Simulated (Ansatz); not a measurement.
# InSb: a line through an energy map

One table from this session's results is given with a row withheld; the runs are named, their logs left out.

Computed with Ansatz 0.2.0 (DFT PBEsol, scalar-relativistic, plane waves, PAW, unless a step's input says otherwise).

17 further runs of the same task are left out: 17 set aside as unsound or not needed.

## Starting point

Symmetry: Fm-3m, No. 225, cubic system. Conventional cell: a = 6.037 Å, b = 6.037 Å, c = 6.037 Å, α = 90.00°, β = 90.00°, γ = 90.00°. In (site symmetry m-3m) is surrounded by 6 Sb at 3.02 Å. Around Sb (site symmetry m-3m) lie 6 In at 3.02 Å.

Coordinates:

```
CELL_PARAMETERS angstrom
0.00000 3.01861 3.01861
3.01861 0.00000 3.01861
3.01861 3.01861 0.00000
ATOMIC_POSITIONS crystal
In 0.00000 0.00000 0.00000
Sb 0.50000 0.50000 0.50000
```

It goes back to an entry of the Materials Project, which need not be the stable form.

This cell was relaxed beforehand with the same method: volume 27.51 Å³/atom, gap on the mesh none (metal).

## The scan

The energy is mapped over volume and the cell's shape.

- volume per atom: 7 values from 25.30 to 29.71 Å³
- c/a of the conventional cell: 7 values from 0.834 to 1.200

Nothing else is relaxed (symmetry fixes all fractional coordinates). Energies count from the relaxed crystal. Points are written as (first, second).

Set-up of the first run:

input.yaml

```yaml
crystal:
  lattice:
    - [0.0, 2.7630577463, 3.3145640725]
    - [2.7630577463, 0.0, 3.3145640725]
    - [2.7630577463, 2.7630577463, 0.0]
  atoms:
    - { symbol: In, position: [0.0, 0.0, 0.0] }
    - { symbol: Sb, position: [0.5, 0.5, 0.5] }
basis:
  ecutwfc: 420
kpoints:
  mp_grid: { grid: [14, 14, 14] }
hamiltonian:
  xc: pbesol
  pseudopotentials: { kind: paw, azcp: { folder: soft_1 } }
scf:
  occupations: { method: gaussian, width: 0.15 }
output:
  forces: true
  stress: true
  eigenvalues: true
```

Launch:

```sh
ansatz run input.yaml --threads 1 --pin off --max-ram 2048MiB --backend cpu --events-out ev --progress --plain --runs-dir out
```

Among the steps run: The run at (25.30 Å³, 1.200); Point (26.77 Å³, 1.200); Grid point (27.51 Å³, 1.200); The run at (28.24 Å³, 1.200); Grid point (28.97 Å³, 1.200).

One table of the session follows, with a row left open; its other results are not shown here.

```
volume per atom (Å³)  energy (meV/atom)  slope (meV/atom per Å³)  pressure (GPa)
               25.30                243                      −65            10.4
               26.04                201                      −49             7.8
               26.77                171                      −35             5.6
               27.51                  ?                        ?               ?
               28.24                137                      −12             2.0
               28.97                131                       −4             0.6
               29.71                131                        4            −0.7
```

**Question.** Estimate the row for volume per atom (Å³) = 27.51.

Worked estimate for «energy (meV/atom)». A straight line through the neighbours (26.77, 171) and (28.24, 137) gives 171 + (137 − 171) × (27.51 − 26.77) / (28.24 − 26.77) = 154; a parabola fitted to 4 rows on both sides gives 150.

As computed: energy (meV/atom): 150; slope (meV/atom per Å³): −23; pressure (GPa): 3.6. In «energy (meV/atom)» the line misses by +4 and the parabola by +0.

Energies count from the relaxed crystal. Rows without a step come from runs not printed here or follow by symmetry.

The lowest point of the line is at 28.97 Å³, 131 meV/atom from the zero. V·d²E/dV² there is about 50 GPa, a bulk modulus under this line's constraint. The highest point computed, at 25.30 Å³, lies 112 meV/atom above the lowest.

Limits of these values: Warnings in the runs' records: pseudo functional mismatch.
